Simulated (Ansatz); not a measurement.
# FeO (P4_2/mmc) in Ansatz: reference runs

How does FeO come out in PBE? The cell is run as given and disturbed.

Everything below comes from runs of Ansatz 0.2.0. Logs are shortened: lines on timing, memory, paths and dates and some standing lists are left out, and cuts for length are marked.

### Step 1. The structure

The structure is tetragonal, space group P4_2/mmc (No. 131). Conventional cell: a = 3.046 Å, b = 3.046 Å, c = 5.464 Å, α = 90.00°, β = 90.00°, γ = 90.00°. Fe (site symmetry mmm) has 4 O at 2.05 Å as nearest neighbours. O (site symmetry -4m2) has 4 Fe at 2.05 Å as nearest neighbours.

The cell comes from a database or a generator and needn't be the stable form of this composition.

### Step 2. Single point, PBE, collinear spin, ferromagnetic start

input.yaml

```yaml
crystal:
  lattice:
    - [3.0458920022, 0.0, 0.0]
    - [0.0, 3.0458920022, 0.0]
    - [0.0, 0.0, 5.464211507]
  atoms:
    - { symbol: Fe, position: [0.5, 0.0, 0.5], spin: 3.0 }
    - { symbol: Fe, position: [0.0, 0.5, 0.0], spin: 3.0 }
    - { symbol: O, position: [0.5, 0.5, 0.25] }
    - { symbol: O, position: [0.5, 0.5, 0.75] }
hamiltonian:
  xc: pbe
  pseudopotentials: { kind: paw }
magnetization:
  spin_polarized: true
kpoints:
  mp_grid: { grid: [9, 9, 5] }
scf:
  occupations: { method: fermi_dirac, width: 0.05 }
output:
  forces: true
  stress: true
  eigenvalues: true
  write_density: true
  write_potential: true
  elf: true
  volumetric_format: npy
```

Potentials or basis: Ansatz PAW.

Launch:

```console
$ ansatz run input.yaml --threads 2 --pin off --max-ram 5120MiB --backend cpu --events-out ev --progress --plain --runs-dir out
```

Log:

```text
Warning: RAYON_NUM_THREADS=2 ignored (pool sized by the plan → 2); use --threads N
Engine: ansatz 0.2.0, x86_64-unknown-linux-gnu
Pseudopotentials: kind: paw
Pseudopotential: Fe, paw, valence charge 16, recommended cutoff 420 eV (normal), Fe.paw.azcp
Pseudopotential: O, paw, valence charge 6, recommended cutoff 420 eV (normal), O.paw.azcp
Functional definition: PBE
  parameter kappa = 0.804
  parameter beta = 0.06672455060314922
  exchange = pbe_x(kappa = kappa, mu = beta*pi^2/3)
  correlation = pbe_c(beta = beta)
Crystal: 4 atoms, lattice volume = 50.694 Å³
Basis set: ecut = 420 eV, 987 PW (Γ), exchange–correlation on 48×48×80 points (8 copies of the dense FFT grid, shifted against one another)
Bands: 30, of which v1, the nominal top of the filled ones, is band 22 counted from 1 (21 counted from 0)
Symmetry: 16 space group operations
Space group: P42/mmc (ITA 131), of the structure as read, at distance tolerance 3.7e-5 Å
Magnetic group: BNS 131.435 (UNI 1095), of the structure as read, at distance tolerance 3.7e-5 Å
k-points: 45 of 405
Non-local potential: Fe, projectors of the file, l = 0: 3, l = 1: 2, l = 2: 3, l = 3: 1
Non-local potential: O, projectors of the file, l = 0: 2, l = 1: 2, l = 2: 1
PAW form: soft (Blöchl's): semilocal exchange-correlation on the pseudo side does not see the compensation charge
PAW one-centre angular grid: Fe, 590 points (default); XC on 64 Gauss nodes
PAW one-centre angular grid: O, 110 points (default); XC on 64 Gauss nodes
Initial density: superposition of atomic densities (chi_scale 0.1, normalization cell, long waves kept (reshape's long-wave potential 0.00 eV rms))
Starting moments: Σ|m| = 6 μB on 2 of 4 sites
Initial wavefunctions: pseudopotential atomic-orbital guess
Functional: x = pbe(κ = 0.804, μ = 0.2195149727645171), c = pbe(β = 0.06672455060314922)
SCF iter   1: F=—  HF=-10093.500466 eV  |F-HF|=—  |Δ(HF+E_count)|=         —  Δρ=9.27e-2 (↑9.27e-2 ↓5.89e-2)  dr2=9.05e0  dr2_m=3.75e-1  M=6.008 μB ∫|m|=6.035 μB  β_m=0.30  ethr=3.10e-3  ⟨swp⟩=5.3  Hψ=9424  notcnv=0
Mixer restart at iter 1: flushing history
preconditioner: auto → Kerker (q_TF=auto, 2.665 Å⁻¹)  [metal: Δε(μ)=0.003 eV  Ē_g=9.097 eV  σ=0.050 eV  W_gap=0.01  n_scr=16 (ndim 8)  ℏωp=27.6 eV  f_vac=0.000  D(μ)=6.96/eV (n_scr^D=108)]
spin=Collinear: Kerker preconditioning applied to the charge; magnetization (m = ρ↑ − ρ↓) channel mixes plain (no charge-response kernel on spin).
SCF iter   2: F=—  HF=-10093.788938 eV  |F-HF|=—  |Δ(HF+E_count)|=   2.88e-1  Δρ=5.16e-2 (↑5.16e-2 ↓3.34e-2)  dr2=1.05e0  dr2_m=6.06e-1  M=6.584 μB ∫|m|=6.624 μB  β_m=0.38  ethr=3.10e-3  ⟨swp⟩=3.4  Hψ=6274  notcnv=0  defer=67
SCF iter   3: F=—  HF=-10094.006797 eV  |F-HF|=—  |Δ(HF+E_count)|=   2.18e-1  Δρ=3.27e-2 (↑3.27e-2 ↓3.02e-2)  dr2=2.75e-1  dr2_m=3.81e-1  M=6.903 μB ∫|m|=6.959 μB  β_m=0.31  ethr=2.38e-3  ⟨swp⟩=2.0  Hψ=3934  notcnv=0  defer=71
SCF iter   4: F=—  HF=-10093.950947 eV  |F-HF|=—  |Δ(HF+E_count)|=         —  Δρ=1.18e-2 (↑8.36e-3 ↓1.18e-2)  dr2=1.26e-1  dr2_m=1.46e-2  M=6.789 μB ∫|m|=6.876 μB  β_m=0.69  ethr=6.24e-4  ⟨swp⟩=2.6  Hψ=4465  notcnv=0  defer=71
Mixer restart at iter 4: flushing history
SCF iter   5: F=—  HF=-10093.987303 eV  |F-HF|=—  |Δ(HF+E_count)|=   3.64e-2  Δρ=1.45e-2 (↑1.30e-2 ↓1.45e-2)  dr2=4.79e-2  dr2_m=7.08e-2  M=7.118 μB ∫|m|=7.211 μB  β_m=0.79  ethr=2.86e-4  ⟨swp⟩=2.4  Hψ=4501  notcnv=0  defer=70
SCF iter   6: F=—  HF=-10094.057440 eV  |F-HF|=—  |Δ(HF+E_count)|=   7.01e-2  Δρ=1.45e-2 (↑1.37e-2 ↓1.45e-2)  dr2=3.16e-2  dr2_m=8.28e-2  M=7.379 μB ∫|m|=7.477 μB  β_m=0.39  ethr=1.09e-4  ⟨swp⟩=2.0  Hψ=4554  notcnv=0  defer=70
SCF iter   7: F=—  HF=-10094.064499 eV  |F-HF|=—  |Δ(HF+E_count)|=   7.06e-3  Δρ=9.46e-3 (↑6.80e-3 ↓9.46e-3)  dr2=9.58e-3  dr2_m=2.68e-2  M=7.405 μB ∫|m|=7.506 μB  β_m=0.47  ethr=7.18e-5  ⟨swp⟩=2.0  Hψ=4373  notcnv=0  defer=70
SCF iter   8: F=—  HF=-10094.078527 eV  |F-HF|=—  |Δ(HF+E_count)|=   1.40e-2  Δρ=3.24e-3 (↑3.13e-3 ↓3.24e-3)  dr2=8.49e-3  dr2_m=2.50e-3  M=7.548 μB ∫|m|=7.654 μB  β_m=0.71  ethr=2.18e-5  ⟨swp⟩=2.0  Hψ=5765  notcnv=0  defer=72
SCF iter   9: F=—  HF=-10094.087748 eV  |F-HF|=—  |Δ(HF+E_count)|=   9.22e-3  Δρ=3.65e-3 (↑3.13e-3 ↓3.65e-3)  dr2=1.23e-3  dr2_m=4.79e-3  M=7.703 μB ∫|m|=7.817 μB  β_m=0.86  ethr=1.93e-5  ⟨swp⟩=2.1  Hψ=4950  notcnv=0  defer=72
SCF iter  10: F=—  HF=-10094.088161 eV  |F-HF|=—  |Δ(HF+E_count)|=   4.13e-4  Δρ=7.60e-4 (↑5.19e-4 ↓7.60e-4)  dr2=1.77e-4  dr2_m=1.28e-4  M=7.679 μB ∫|m|=7.791 μB  β_m=0.93  ethr=2.79e-6  ⟨swp⟩=2.1  Hψ=4685  notcnv=0  defer=72
SCF iter  11: F=—  HF=-10094.088290 eV  |F-HF|=—  |Δ(HF+E_count)|=   1.29e-4  Δρ=1.81e-4 (↑1.31e-4 ↓1.81e-4)  dr2=1.11e-5  dr2_m=6.78e-6  M=7.681 μB ∫|m|=7.794 μB  β_m=0.96  ethr=4.02e-7  ⟨swp⟩=2.1  Hψ=4005  notcnv=0  defer=72
SCF iter  12: F=—  HF=-10094.088324 eV  |F-HF|=—  |Δ(HF+E_count)|=   3.42e-5  Δρ=9.31e-5 (↑6.40e-5 ↓9.31e-5)  dr2=1.94e-6  dr2_m=2.18e-6  M=7.681 μB ∫|m|=7.795 μB  β_m=0.98  ethr=2.51e-8  ⟨swp⟩=2.3  Hψ=4121  notcnv=0  defer=72
SCF iter  13: F=—  HF=-10094.088326 eV  |F-HF|=—  |Δ(HF+E_count)|=   2.12e-6  Δρ=3.13e-5 (↑2.69e-5 ↓3.13e-5)  dr2=3.21e-7  dr2_m=3.05e-7  M=7.682 μB ∫|m|=7.795 μB  β_m=0.99  ethr=4.41e-9  ⟨swp⟩=2.3  Hψ=4531  notcnv=0  defer=72
SCF iter  14: F=—  HF=-10094.088327 eV  |F-HF|=—  |Δ(HF+E_count)|=   1.85e-7  Δρ=5.56e-6 (↑4.82e-6 ↓5.56e-6)  dr2=2.24e-8  dr2_m=7.53e-9  M=7.682 μB ∫|m|=7.796 μB  β_m=1.00  ethr=7.28e-10  ⟨swp⟩=2.0  Hψ=3911  notcnv=0  defer=72
SCF iter  15: F=-10094.088327 eV  HF=-10094.088327 eV  |F-HF|=4.97e-10  |Δ(HF+E_count)|=   1.32e-8  Δρ=1.62e-6 (↑1.19e-6 ↓1.62e-6)  dr2=2.26e-9  dr2_m=1.91e-10  M=7.682 μB ∫|m|=7.796 μB  ethr=5.09e-11  ⟨swp⟩=7.6  Hψ=15407  notcnv=0
SCF 1 converged in 15 iterations: F = -10094.088327 eV  dr2 = 2.26e-9
WARN: an SCF from antiferromagnetic starting moments (-3.55, 3.55, 0.00, 0.00 Bohr magnetons, atom by atom) was not made, by what the run has read of turns of its moments that order reads lower: the deck asks for what bars it, or types moments that do (magnetization.spin_polarized, in the input reference, names some of the keys), or the run goes by scf.lower_state_search: light, the default, which as a rule tries one only behind a close that has lost an order of both signs, or on which an open d or half-filled 4f shell of a PAW file has lost a moment that was set nearer to Hund's than to what is left; or, under a Hubbard U, one that names an f shell that the input leaves bare beside given moments, or a larger moment for a shell of low spin that is given one. standard, with a start from the atoms, tries one behind each close (in a relaxation, ahead of its steps or at their end). To set out from that order, type those moments (crystal.atoms[].spin; where shells were raised to Hund's moment, beside crystal.symmetry.detect: false) under scf.lower_state_search: light. The bands of the close that named these starting moments, or of the one ahead of a search that led to it (under cold or Methfessel-Paxton smearing those of the Gaussian ahead of it) read a cost of -620.03 meV for the turn to them, carried on from a small turn (-620.03 by the pairs of d shells alone)
SCF converged after 15 iterations
Magnetization: 7.6825 μB (25.8412 up, 18.1588 down)
Absolute magnetization: 7.7958 μB (∫|ρ↑−ρ↓|, with the PAW one-centre terms)
Spin contamination: 0.0661 ħ² per cell (⟨S²⟩ above its minimum at these occupations)
Per-site moments (μB) at R_I (Å): [(3.2937843132776625, 0.8439093708699928), (3.2937843132776616, 0.843909370869993), (0.24955027097065355, 0.843909370869993), (0.2495502709706534, 0.8439093708699928)]
Free energy (F): -10094.088327 eV
Harris-Foulkes:  -10094.088327 eV  (|F-HF|=4.97e-10)
Internal energy: -10094.053988 eV  (E = F + TS)
E sigma→0 (E₀):  -10094.071157 eV
Entropy (-TS):   -0.034339 eV (-8.585 meV/atom)
Fermi energy:    10.381482 eV
--- Per-component energies (eV) ---
  E_band       = -709.800804
  E_kinetic    = 1024.185549
  E_local      = -6108.350578  (includes V_loc(G=0)·N_el)
  E_nonlocal   = 552.923194
  E_hartree    = 2489.220052
  E_xc         = -374.043218
  E_vxc        = -479.356479  (∫ρ·V_xc dr)
  E_paw        = -3055.214811  (= ΣΔE_a)
  E_vpaw       = -677.651083  (= ΣTr[D̂ρ^β])
  E_aug_tail   = 0.005941  (compensation charges beyond the density's cutoff)
  E_ewald      = -4622.780117
  E_smearing   = -0.034339  (= −TS)
  E_closure    = 0.000000  (closes the sum)
  Σ components = -10094.088327   (vs F -10094.088327, Δ=0.00e0)
--- Forces (eV/Å), atoms counted from 1 ---
  atom   1  Fe     0.00000000    -0.00000000    -0.00000000
  atom   2  Fe     0.00000000     0.00000000     0.00000000
  atom   3  O      0.00000000     0.00000000    -0.00000000
  atom   4  O      0.00000000     0.00000000     0.00000000
  max |Σ_I F_I| component: 4.34e-19 eV/Å
--- Stress (GPa, compression-positive) ---
       -7.136709       0.000000       0.000000
        0.000000      -7.136709       0.000000
        0.000000       0.000000     -11.155866
  P = ⅓ Tr σ = -8.4764 GPa (-84.764 kbar)
--- Band table (eV; the first three rows and the last of 90) ---
  k-point 0 ↑: bands = ["-79.6097", "-79.6088", "-45.8798", "-45.8798", "-45.6588", "-45.6449", "-45.3604", "-45.3604", "-9.3773", "-8.3763", "2.2177", "4.4123", "4.4123", "5.9364", "6.4745", "6.5978", "6.6197", "6.6197", "6.9823", "7.0670", "7.1415", "7.1415", "7.2027", "7.7318", "10.3990", "10.3990", "10.8521", "15.0461", "16.5382", "22.7077"]
  k-point 1 ↑: bands = ["-79.6097", "-79.6089", "-45.8798", "-45.8798", "-45.6575", "-45.6462", "-45.3604", "-45.3604", "-9.2938", "-8.4869", "2.5310", "4.4408", "4.4408", "5.6953", "6.2713", "6.2865", "6.2865", "6.4793", "6.9904", "7.0588", "7.2551", "7.5680", "7.5680", "7.6295", "10.2504", "10.2504", "11.3417", "14.3434", "17.5469", "22.7881"]
  k-point 2 ↑: bands = ["-79.6094", "-79.6091", "-45.8798", "-45.8798", "-45.6540", "-45.6497", "-45.3604", "-45.3604", "-9.0651", "-8.7586", "3.3876", "4.4928", "4.4928", "4.5745", "5.9853", "5.9853", "6.3358", "6.4540", "7.0114", "7.0376", "7.2954", "7.4224", "8.0674", "8.0674", "9.9570", "9.9570", "12.3225", "13.3449", "19.3456", "21.3765"]
  k-point 44 ↓: bands = ["-75.5241", "-75.5241", "-41.7196", "-41.7183", "-41.6820", "-41.6791", "-41.5767", "-41.5765", "-7.9398", "-7.8655", "4.9279", "4.9902", "5.2416", "5.4498", "5.6070", "5.7910", "9.6961", "10.0224", "10.6605", "10.6637", "10.8688", "10.9007", "11.3929", "11.3955", "12.2198", "12.6701", "13.7877", "14.8535", "20.8194", "20.9102"]
```

It took 2.3 s on 2 threads of AMD EPYC 9B45 (Zen 5), shared host; peak memory 0.49 GiB.

Results:

- Free energy: -10094.0883 eV
- Pressure: -8.5 GPa
- Band gap on the k mesh: none (metal or under the smearing width)
- Net moment: 7.68 μB per cell
- Absolute moment: 7.80 μB per cell
- Site moments: Fe +3.29; O +0.25 μB

Caveat: the magnetic or orbital state may not be the lowest; the pressure holds a Pulay correction of +0.5 GPa for the finite cutoff; semilocal functionals often make such compounds metallic where correlation or magnetic order opens a gap, which also shifts bond lengths; only a ferromagnetic start was run, and an antiferromagnetic order may lie lower in energy. With open d or f shells a metallic result of PBE can be an artefact of self-interaction; +U or a hybrid may open a gap.

### Step 3. Single point, PBE, collinear spin, ferromagnetic start (atoms moved at random, drawn with an rms of 0.05 Å)

input.yaml

```yaml
crystal:
  lattice:
    - [3.0458920022, 0.0, 0.0]
    - [0.0, 3.0458920022, 0.0]
    - [0.0, 0.0, 5.464211507]
  atoms:
    - { symbol: Fe, position: [0.494549, 0.005817, 0.498794], spin: 3.0 }
    - { symbol: Fe, position: [-0.003602, 0.489205, 0.004116], spin: 3.0 }
    - { symbol: O, position: [0.483159, 0.500777, 0.256831] }
    - { symbol: O, position: [0.510089, 0.511077, 0.744973] }
hamiltonian:
  xc: pbe
  pseudopotentials: { kind: paw }
magnetization:
  spin_polarized: true
kpoints:
  mp_grid: { grid: [9, 9, 5] }
scf:
  occupations: { method: fermi_dirac, width: 0.05 }
output:
  forces: true
  stress: true
  eigenvalues: true
```

Potentials or basis: Ansatz PAW.

Launch:

```console
$ ansatz run input.yaml --threads 2 --pin off --max-ram 5120MiB --backend cpu --events-out ev --progress --plain --runs-dir out
```

Log:

```text
Warning: RAYON_NUM_THREADS=2 ignored (pool sized by the plan → 2); use --threads N
[... 9 set-up lines as earlier in the session ...]
[... 82 lines left out ...]
  atom   3  O      0.05163856    -0.07360123    -0.44667803
  atom   4  O     -0.06142234    -0.16321345     0.44980470
  max |Σ_I F_I| component: 2.58e-6 eV/Å
--- Stress (GPa, compression-positive) ---
      -11.184751      -0.002114      -0.247963
       -0.002104      -9.839163       0.017481
       -0.247989       0.017491     -13.813741
  P = ⅓ Tr σ = -11.6126 GPa (-116.126 kbar)
--- Band table (eV; the first three rows and the last of 406) ---
  k-point 0 ↑: bands = ["-79.4479", "-75.4669", "-45.7159", "-45.6541", "-45.0433", "-41.6046", "-41.5840", "-41.5580", "-9.3269", "-8.3132", "2.4929", "4.4574", "5.4256", "6.5498", "6.6664", "6.7210", "6.8512", "7.2255", "7.2542", "7.8377", "8.3688", "9.7832", "10.5061", "11.2406", "11.6660", "11.7315", "12.5909", "15.1428", "17.0792", "23.0366"]
  k-point 1 ↑: bands = ["-79.4479", "-75.4669", "-45.7159", "-45.6541", "-45.0433", "-41.6046", "-41.5840", "-41.5579", "-9.2481", "-8.4177", "2.7982", "4.4551", "5.4873", "6.2339", "6.4865", "6.5930", "6.6594", "7.2257", "7.2378", "8.0628", "8.4241", "9.9005", "10.5051", "11.2392", "11.5488", "12.0758", "12.5056", "14.6814", "17.9238", "23.0759"]
  k-point 2 ↑: bands = ["-79.4479", "-75.4669", "-45.7159", "-45.6541", "-45.0433", "-41.6045", "-41.5839", "-41.5579", "-9.0481", "-8.6585", "3.5922", "4.4510", "5.0504", "5.6429", "6.1565", "6.6209", "6.6398", "7.2261", "7.3488", "8.3237", "8.3549", "10.1366", "10.4877", "11.2244", "11.3148", "12.3100", "12.8589", "13.9756", "19.6560", "21.7289"]
  k-point 202 ↓: bands = ["-79.3791", "-75.5239", "-45.6640", "-45.5851", "-44.9976", "-41.6726", "-41.6516", "-41.6226", "-8.7850", "-8.2280", "3.6028", "3.8029", "4.8354", "5.1914", "5.7337", "6.2289", "7.0649", "7.3218", "7.4804", "7.8700", "9.4291", "10.6698", "10.8059", "10.8339", "11.1654", "12.6372", "13.9735", "14.9297", "16.9098", "19.7741"]
```

Wall time 27 s (2 threads of AMD EPYC 9B45 (Zen 5), shared host); peak memory 0.93 GiB.

What came out:

```
Free energy            : -10094.3993 eV
Pressure               : -11.6 GPa
Largest force          : 0.482 eV/Å
Band gap on the k mesh : none (metal or under the smearing width)
Net moment             : 0.02 μB per cell
Absolute moment        : 7.05 μB per cell
Site moments           : Fe +3.13, -3.15; O +0.00, +0.01 μB
```

Forces in eV/Å, atoms in the order of the input:
```
Fe   0.030  0.009  0.196
Fe  -0.020  0.228 -0.199
O    0.052 -0.074 -0.447
O   -0.061 -0.163  0.450
```

Stress tensor (GPa, compression positive):
```
-11.18   0.00  -0.25
  0.00  -9.84   0.02
 -0.25   0.02 -13.81
```

Caveat: the pressure holds a Pulay correction of +0.5 GPa for the finite cutoff; semilocal functionals often make such compounds metallic where correlation or magnetic order opens a gap, which also shifts bond lengths; the starting moments weren't kept.
